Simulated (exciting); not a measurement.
BP:

```
CELL_PARAMETERS angstrom
0.00000 2.26900 2.26900
2.26900 0.00000 2.26900
2.26900 2.26900 0.00000
ATOMIC_POSITIONS crystal
P 0.75000 0.75000 0.75000
B 0.00000 0.00000 0.00000
```

Base run:

| Item | Value |
| --- | --- |
| Program | exciting (release sodium) |
| Functional | RPBE |
| Potentials or basis | all-electron LAPW+lo, shipped species files, valence relativity iora* |
| rgkmax | 7 |
| k mesh | 10 × 10 × 10 |
| Occupations | fermi-dirac, width 0.05 eV |
| Spin | no spin polarisation |

Its results: band gap on the k mesh 1.27 eV, indirect (least direct gap 3.41 eV).

Question: The run is repeated on the same cell with these changes: functional from RPBE to PBEsol. What comes out?

Answer: Band gap on the k mesh 1.14 eV, indirect (least direct gap 3.37 eV).

Not every run made on this cell is shown here.
